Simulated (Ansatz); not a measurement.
## Si: equation of state with PBE0

Crystal: Si.

```
Si
1.0
    -2.37137    2.37137    1.32927
     2.37137   -2.37137    1.32927
     2.37137    2.37137   -1.32927
Si
2
Direct
  0.50000 0.50000 0.00000
  0.25000 0.75000 0.50000
```

This isn't the form of Si at room conditions, which is diamond.

* Program: Ansatz 0.2.0
* Task: equation of state
* Functional: PBE0
* Potentials or basis: Ansatz PAW
* Cutoff: 420 eV
* Density cutoff: 1680 eV
* k mesh: 6 × 6 × 6
* Occupations: fermi-dirac, width 0.05 eV
* Spin: no spin polarisation

* Equilibrium volume: 15.03 Å³/atom
* Bulk modulus at fixed shape and positions: 126 GPa
* Pressure derivative of the bulk modulus: 4.0

Energy against volume, from the lowest point:
```
volume (Å³/atom)  energy (meV/atom)
          14.053              27.69
          14.352              12.80
          14.651               3.75
          14.950               0.00
          15.249               1.08
          15.548               6.49
          15.847              15.80
```

All runs of the series together: 3.7 min on 2 threads of Intel(R) Xeon(R) Processor @ 2.50GHz (Skylake/Cascade Lake) (shared host).

Caveat: the k mesh is coarse (spacing up to 0.45 Å⁻¹), so the values aren't converged, least of all with exact exchange; the cell was scaled at fixed shape and fractional positions, which overstates the stiffness of a crystal with free parameters, most of all of layers and chains; the PAW data sets were made with another functional, which shifts forces and pressure a little.
